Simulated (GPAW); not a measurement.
Crystal: InAs.

```
In As
1.0
     0.00000    3.01800    3.01800
     3.01800    0.00000    3.01800
     3.01800    3.01800    0.00000
In As
1 1
Direct
  0.00000 0.00000 0.00000
  0.75000 0.75000 0.75000
```

Base run:

* Program: GPAW 26.7.0
* Functional: LDA
* Potentials or basis: the program's PAW data sets (release 1.2.1) made for this functional
* Cutoff: 600 eV
* Basis: pw
* k mesh: 8 × 8 × 8
* Occupations: gaussian, width 0.02 eV
* Spin: no spin polarisation

Its results: pressure -0.5 GPa.

The run is repeated on the same cell with these changes: functional from LDA to revPBE; occupations from gaussian, width 0.02 eV to fermi-dirac, width 0.05 eV. What comes out?

Pressure 5.3 GPa.

Not every run made on this cell is shown here.
